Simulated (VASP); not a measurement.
## Al2Au: single point with PBE

Crystal: Al2Au.

```
Au Al
1.0
     0.00000    3.00000    3.00000
     3.00000    0.00000    3.00000
     3.00000    3.00000    0.00000
Au Al
1 2
Direct
  0.99065 0.99085 0.01134
  0.73103 0.75675 0.76314
  0.24172 0.25162 0.25995
```

The cell isn't the ideal one: atoms moved at random, drawn with an rms of 0.05 Å.

```json
{
 "Program": "VASP 6.6.1",
 "Task": "single point",
 "Functional": "PBE",
 "Potentials or basis": "VASP PAW PBE potentials, release 64 (Au, Al)",
 "Cutoff": "520 eV",
 "k mesh": "8 × 8 × 8",
 "Occupations": "fermi-dirac, width 0.05 eV",
 "Spin": "no spin polarisation"
}
```

```json
{"Pressure": "3.2 GPa", "Largest force": "0.409 eV/Å", "Band gap on the k mesh": "none (metal or under the smearing width)"}
```

Forces on the atoms (eV/Å):
```
Au   0.335 -0.103  0.210
Al  -0.244  0.110 -0.042
Al  -0.091 -0.006 -0.168
```

Stress tensor (GPa, compression positive):
```
 3.15 -0.40 -0.39
-0.40  3.22  0.50
-0.39  0.50  3.20
```

Levels at points of the mesh, in eV from the Fermi level:
| k point | band 5 | band 6 | band 7 | band 8 | band 9 | band 10 | band 11 | band 12 | band 13 | band 14 |
| --- | --- | --- | --- | --- | --- | --- | --- | --- | --- | --- |
| (0.00, 0.00, 0.00) | -5.66 | -5.65 | 2.23 | 2.89 | 2.97 | 2.97 | 3.90 | 3.91 | 3.92 | 5.71 |
| (0.50, 0.00, 0.00) | -5.55 | -5.54 | -5.52 | 0.31 | 0.33 | 3.29 | 3.60 | 3.83 | 3.86 | 8.88 |
| (0.00, 0.50, 0.00) | -5.54 | -5.52 | -5.43 | 0.31 | 0.43 | 3.26 | 3.59 | 3.75 | 3.85 | 8.79 |
| (0.00, 0.00, 0.50) | -5.54 | -5.52 | -5.44 | 0.31 | 0.43 | 3.23 | 3.58 | 3.78 | 3.86 | 8.80 |
| (0.50, 0.50, 0.50) | -5.55 | -5.52 | -5.45 | 0.30 | 0.43 | 3.25 | 3.59 | 3.76 | 3.87 | 8.80 |
| (0.50, 0.50, 0.00) | -5.79 | -5.35 | -5.03 | -2.12 | -2.11 | 1.25 | 2.09 | 7.64 | 9.79 | 9.82 |
| (0.00, 0.50, 0.50) | -5.79 | -5.35 | -5.03 | -2.12 | -2.11 | 1.25 | 2.09 | 7.64 | 9.78 | 9.82 |
| (0.50, 0.00, 0.50) | -5.79 | -5.35 | -5.03 | -2.12 | -2.11 | 1.25 | 2.09 | 7.64 | 9.79 | 9.83 |

Run time: 78 s on 1 thread of Intel(R) Xeon(R) Platinum 8488C (Sapphire Rapids), with other jobs on the host, peak memory 0.34 GiB.

The run has no spin-orbit coupling, so splittings on Au are missing.
